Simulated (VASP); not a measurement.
# MgO (P1) in VASP: further runs

The runs below take MgO through single point, with PBE.

All numbers are computed with VASP 6.6.1; they aren't measurements. Logs are shortened: lines on timing, memory, paths and dates and some standing lists are left out, and cuts for length are marked.

## Step 1: The cell of the first run

The typed cell holds 4 atoms: a = 3.308 Å, b = 3.308 Å, c = 4.983 Å, α = 90.00°, β = 90.00°, γ = 120.00°.

The cell comes from a database or a generator and needn't be the stable form of this composition.

## Step 2: Single point, PBE (all O atoms moved +0.300 Å, as atom 3 along Cartesian [1 1 1])

Input file INCAR:

```
SYSTEM = MgO
ALGO = Fast
EDIFF = 1E-7
ENCUT = 520
GGA = PE
ISIF = 2
ISMEAR = 0
LASPH = .True.
LCHARG = .True.
LELF = .True.
LREAL = .False.
LVHAR = .True.
LWAVE = .False.
NBANDS = 16
NELM = 100
PREC = Accurate
SIGMA = 0.05
```

Input file KPOINTS:

```
k-points
0
Gamma
  9 9 6
  0 0 0
```

Input file POSCAR:

```
MgO
1.0
    3.3077869865      0.0000000000      0.0000000000
   -1.6538934933      2.8646275606      0.0000000000
    0.0000000000      0.0000000000      4.9828816700
Mg O
2 2
Direct
    0.3333333333      0.6666666667      0.0021597400
    0.6666666667      0.3333333333      0.5021597400
    0.4159278540      0.7271300523      0.4372002829
    0.7492611874      0.3937967189      0.9372002829
```

Potentials or basis: VASP PAW PBE potentials, release 64 (Mg, O).

Run with:

```sh
cat potpaw_PBE.64/Mg/POTCAR potpaw_PBE.64/O/POTCAR > POTCAR
mpirun -np 1 vasp_std > vasp.out
```

OUTCAR:

```text
SYSTEM = MgO
   EDIFF = 1E-7
   ENCUT = 520
   GGA = PE
   ISIF = 2
   ISMEAR = 0
   LASPH = .True.
   LREAL = .False.
   NELM = 100
   PREC = Accurate

 ion  position               nearest neighbor table
   1  0.333  0.667  0.002-   4 1.71   4 2.01   4 2.12   3 2.18   2 3.14   2 3.14   2 3.14   2 3.14
                             2 3.14   2 3.14
   2  0.667  0.333  0.502-   3 1.77   3 1.89   3 2.17   4 2.18   1 3.14   1 3.14   1 3.14   1 3.14
                             1 3.14   1 3.14
   3  0.416  0.727  0.437-   2 1.77   2 1.89   2 2.17   1 2.18
   4  0.749  0.394  0.937-   1 1.71   1 2.01   1 2.12   2 2.18

  LATTYP: Found a hexagonal cell.
 ALAT       =     3.3077869865
 C/A-ratio  =     1.5064094787

  Lattice vectors:

 A1 = (   3.3077869865,   0.0000000000,   0.0000000000)
 A2 = (  -1.6538934933,   2.8646275606,   0.0000000000)
 A3 = (   0.0000000000,   0.0000000000,   4.9828816700)

Analysis of symmetry for initial positions (statically):
=====================================================================
 Subroutine PRICEL returns:
 Original cell was already a primitive cell.

 Routine SETGRP: Setting up the symmetry group for a
 hexagonal supercell.

 Subroutine GETGRP returns: Found  1 space group operations
 (whereof  1 operations were pure point group operations)
 out of a pool of 24 trial point group operations.

The static configuration has the point symmetry C_1 .

Analysis of symmetry for dynamics (positions and initial velocities):
=====================================================================
 Subroutine PRICEL returns:
 Original cell was already a primitive cell.

 Routine SETGRP: Setting up the symmetry group for a
 hexagonal supercell.

 Subroutine GETGRP returns: Found  1 space group operations
 (whereof  1 operations were pure point group operations)
 out of a pool of 24 trial point group operations.

The dynamic configuration has the point symmetry C_1 .

 Subroutine INISYM returns: Found  1 space group operations
 (whereof  1 operations are pure point group operations),
 and found     1 'primitive' translations

----------------------------------------------------------------------------------------

                                     Primitive cell

  volume of cell :      47.2157

  direct lattice vectors                    reciprocal lattice vectors
     3.307786987  0.000000000  0.000000000     0.302316928  0.174542760  0.000000000
    -1.653893493  2.864627561  0.000000000     0.000000000  0.349085519  0.000000000
     0.000000000  0.000000000  4.982881670     0.000000000  0.000000000  0.200687086

  length of vectors
     3.307786987  3.307786987  4.982881670     0.349085519  0.349085519  0.200687086

  position of ions in fractional coordinates (direct lattice)
     0.333333333  0.666666667  0.002159740
     0.666666667  0.333333333  0.502159740
     0.415927854  0.727130052  0.437200283
     0.749261187  0.393796719  0.937200283

  ion indices of the primitive-cell ions
   primitive index   ion index
                 1           1
                 2           2
                 3           3
                 4           4

----------------------------------------------------------------------------------------

 KPOINTS: k-points

Automatic generation of k-mesh.
 Grid dimensions read from file:
 generate k-points for:    9    9    6

 Generating k-lattice:

  Cartesian coordinates                     Fractional coordinates (reciprocal lattice)
     0.033590770  0.019393640  0.000000000     0.111111111 -0.000000000  0.000000000
     0.000000000  0.038787280  0.000000000     0.000000000  0.111111111  0.000000000
     0.000000000  0.000000000  0.033447848     0.000000000  0.000000000  0.166666667

  Length of vectors
     0.038787280  0.038787280  0.033447848

  Shift w.r.t. Gamma in fractional coordinates (k-lattice)
     0.000000000  0.000000000  0.000000000

 Subroutine IBZKPT returns following result:
 ===========================================

 Found    244 irreducible k-points:

 Following reciprocal coordinates:
            Coordinates               Weight
  0.000000  0.000000  0.000000      1.000000
  0.111111  0.000000  0.000000      2.000000
  0.000000  0.111111  0.000000      2.000000
 -0.111111  0.111111  0.000000      2.000000
  0.222222  0.000000  0.000000      2.000000
  0.000000  0.222222  0.000000      2.000000
[... 16 lines left out ...]
  0.333333  0.111111  0.000000      2.000000
 -0.111111  0.444444  0.000000      2.000000
 [... further k-points ...]
   k-points           NKPTS =    244   k-points in BZ     NKDIM =    244   number of bands    NBANDS=     16
   number of dos      NEDOS =    301   number of ions     NIONS =      4
   total plane-waves  NPLWV =  31360
   dimension x,y,z NGX =    28 NGY =   28 NGZ =   40
   dimension x,y,z NGXF=    56 NGYF=   56 NGZF=   80
   ions per type =               2   2
   NGX,Y,Z   is equivalent  to a cutoff of  14.07, 14.07, 13.35 a.u.
   NGXF,Y,Z  is equivalent  to a cutoff of  28.15, 28.15, 26.69 a.u.
 SYSTEM =  MgO
   PREC   = accura    normal or accurate (medium, high low for compatibility)
   ISTART =      0    job   : 0-new  1-cont  2-samecut
   ICHARG =      2    charge: 1-file 2-atom 10-const
   ISPIN  =      1    spin polarized calculation?
   LNONCOLLINEAR =      F non collinear calculations
   LSORBIT =      F    spin-orbit coupling
   LASPH  =      T    aspherical Exc in radial PAW
   ENCUT  =  520.0 eV  38.22 Ry    6.18 a.u.   6.15  6.15  9.26*2*pi/ulx,y,z
   NELM   =    100;   NELMIN=  2; NELMDL= -5     # of ELM steps
   EDIFF  = 0.1E-06   stopping-criterion for ELM
   LREAL  =      F    real-space projection
   EDIFFG = 0.1E-05   stopping-criterion for IOM
   NSW    =      0    number of steps for IOM
   IBRION =     -1    ionic relax: 0-MD 1-quasi-New 2-CG
   NFREE  =      0    steps in history (QN), initial steepest desc. (CG)
   ISIF   =      2    stress and relaxation
   ISYM   =      2    0-nonsym 1-usesym 2-fastsym
   POTIM  = 0.5000    time-step for ionic-motion
   TEBEG  =    0.0;   TEEND  =   0.0 temperature during run
   PSTRESS=    0.0 pullay stress
   NELECT =      16.0000    total number of electrons
   NUPDOWN=      -1.0000    fix difference up-down
   EMIN   =  10.00;   EMAX   =-10.00  energy-range for DOS
   EFERMI =   0.00;   METHOD = LEGACY
   ISMEAR =     0;   SIGMA  =   0.05  broadening in eV -4-tet -1-fermi 0-gaus
   EFERMI_NEDOS =   21; number of points for ismear=-14 and -15
   IALGO  =     68    algorithm
   IMIX   =      4    mixing-type and parameters
     AMIX     =   0.40;   BMIX     =  1.00
     AMIX_MAG =   1.60;   BMIX_MAG =  1.00
  volume/ion in A,a.u.               =      11.80        79.66
  Fermi-wavevector in a.u.,A,eV,Ry     =   1.141351  2.156842 17.724080  1.302683
  Thomas-Fermi vector in A             =   2.278052
   LORBIT       =      0    0 simple, 1 ext, 2 COOP (PROOUT), +10 PAW based schemes
   GGA     = PE    functional components
   LHFCALC =     F    Hartree Fock is set to
   AEXX    =    0.0000 exact exchange contribution
   IVDW    =     0    specifies the selected vdW correction
   LEPSILON=     F    determine dielectric tensor
   LRPA    =     F    only Hartree local field effects (RPA)
 non-spin polarized calculation
 RMM-DIIS sequential band-by-band and
 Gauss-broadening in eV      SIGMA  =   0.05
  energy-cutoff  :      520.00
  volume of cell :       47.22
 maximum number of plane-waves:      1303
 NGX is ok and might be reduce to    28
   NGX = 13   NGY = 13   NGZ = 19

 number of electron      15.9999999 magnetization

 Free energy of the ion-electron system (eV)
  ---------------------------------------------------
  ext. energy  EPLUGINS =         0.00000000
  ---------------------------------------------------
  free energy    TOTEN  =       -22.54562261 eV

  energy without entropy =      -22.54562261  energy(sigma->0) =      -22.54562261

 E-fermi :   1.6005     XC(G=0):  -9.7398

 val. band max:        1.3725662496   @ k =   0.0000   0.0000   0.0000
 cond. band min:       4.5235788243   @ k =   0.0000   0.0000   0.0000
 fundamental gap:      3.1510125747
 Fermi energy:         1.6004652245

 k-point     1 :       0.0000    0.0000    0.0000
  band No.  band energies     occupation
      1     -15.1269      2.00000
      2     -14.3230      2.00000
      3      -2.1085      2.00000
      4       0.1976      2.00000
      5       0.2581      2.00000
      6       0.7099      2.00000
[... 8 lines left out ...]
     15      17.4298      0.00000
     16      17.6287      0.00000

 k-point     2 :       0.1111    0.0000    0.0000
  band No.  band energies     occupation
      1     -15.0645      2.00000
      2     -14.3014      2.00000
      3      -1.9895      2.00000
      4      -0.0249      2.00000
      5       0.1389      2.00000
      6       0.3706      2.00000
[... 8 lines left out ...]
     15      17.1586      0.00000
     16      17.3935      0.00000

 k-point     3 :       0.0000    0.1111    0.0000
  band No.  band energies     occupation
      1     -15.0639      2.00000
      2     -14.3006      2.00000
      3      -1.9893      2.00000
      4      -0.0698      2.00000
      5       0.1740      2.00000
      6       0.3756      2.00000
[... 8 lines left out ...]
     15      17.1144      0.00000
     16      17.4797      0.00000

 k-point     4 :      -0.1111    0.1111    0.0000
  band No.  band energies     occupation
      1     -15.0634      2.00000
      2     -14.2999      2.00000
      3      -1.9892      2.00000
      4      -0.0918      2.00000
      5       0.1723      2.00000
      6       0.4084      2.00000
[... 8 lines left out ...]
     15      17.0880      0.00000
     16      17.5475      0.00000
[... 324 lines left out ...]
 k-point    22 :       0.3333   -0.1111    0.0000
  band No.  band energies     occupation
      1     -14.7553      2.00000
      2     -14.2219      2.00000
      3      -1.3450      2.00000
      4      -1.1449      2.00000
      5      -0.6336      2.00000
      6      -0.0329      2.00000
[... 8 lines left out ...]
     15      15.3155      0.00000
     16      16.9181      0.00000

 k-point    23 :       0.3333    0.1111    0.0000
  band No.  band energies     occupation
      1     -14.5544      2.00000
      2     -14.2137      2.00000
      3      -1.6669      2.00000
      4      -0.9148      2.00000
      5      -0.7779      2.00000
      6      -0.3006      2.00000
[... 8 lines left out ...]
     15      14.8136      0.00000
     16      16.9947      0.00000

 k-point    24 :      -0.1111    0.4444    0.0000
  band No.  band energies     occupation
      1     -14.5489      2.00000
      2     -14.2064      2.00000
      3      -1.7102      2.00000
      4      -0.9229      2.00000
      5      -0.7878      2.00000
      6      -0.2405      2.00000
[... 8 lines left out ...]
     15      14.8579      0.00000
     16      17.0678      0.00000

 [... further k-points ...]

------------------------ aborting loop because EDIFF is reached ----------------------------------------

  FORCE on cell =-STRESS in cart. coord.  units (eV):
  Direction    XX          YY          ZZ          XY          YZ          ZX
  --------------------------------------------------------------------------------------
  -------------------------------------------------------------------------------------
  Total        5.5382727      5.2133391     -1.5010698      1.1577239      1.2029317      1.2180433
  in kB      187.9310963    176.9050718    -50.9360432     39.2852301     40.8192733     41.3320581
  external PRESSURE =     104.6333750 kB  Pullay stress =       0.0000000 kB

 VOLUME and BASIS-vectors are now :
 -----------------------------------------------------------------------------
  energy-cutoff  :      520.00
  volume of cell :       47.22
      direct lattice vectors                 reciprocal lattice vectors
     3.307786987  0.000000000  0.000000000     0.302316928  0.174542760  0.000000000
    -1.653893493  2.864627561  0.000000000     0.000000000  0.349085519  0.000000000
     0.000000000  0.000000000  4.982881670     0.000000000  0.000000000  0.200687086

 POSITION                                       TOTAL-FORCE (eV/Angst)
 -----------------------------------------------------------------------------------
     -0.00000      1.90975      0.01076         4.142475      2.633007      1.152307
      1.65389      0.95488      2.50220         1.098439      2.562117      0.963778
      0.17321      2.08296      2.17852        -1.098654     -2.562012     -0.959396
      1.82710      1.12808      4.66996        -4.142259     -2.633113     -1.156689
 -----------------------------------------------------------------------------------
    total drift:                               -0.000311     -0.000430      0.000308

  FREE ENERGIE OF THE ION-ELECTRON SYSTEM (eV)
  ---------------------------------------------------
  free  energy   TOTEN  =       -22.5456226103 eV

  energy  without entropy=      -22.5456226103  energy(sigma->0) =      -22.54562261
```

It took 2.7 min on 1 thread of Intel Xeon Platinum 8488C (Sapphire Rapids), shared host; peak memory 0.29 GiB.

What came out:

```yaml
Free_energy: -22.5456 eV
Pressure: 10.5 GPa
Largest_force: 5.043 eV/Å
Band_gap_on_the_k_mesh: 3.15 eV, direct
```

Forces on the atoms (eV/Å):
```
Mg   4.142  2.633  1.152
Mg   1.098  2.562  0.964
O   -1.099 -2.562 -0.959
O   -4.142 -2.633 -1.157
```

Caveat: an odd mesh through Γ misses points on the zone boundary, where band edges often lie; forces of over 1 eV/Å show positions far from the minimum, so gaps and moduli don't describe the material at rest.

(Continued in part 2 of 2.)
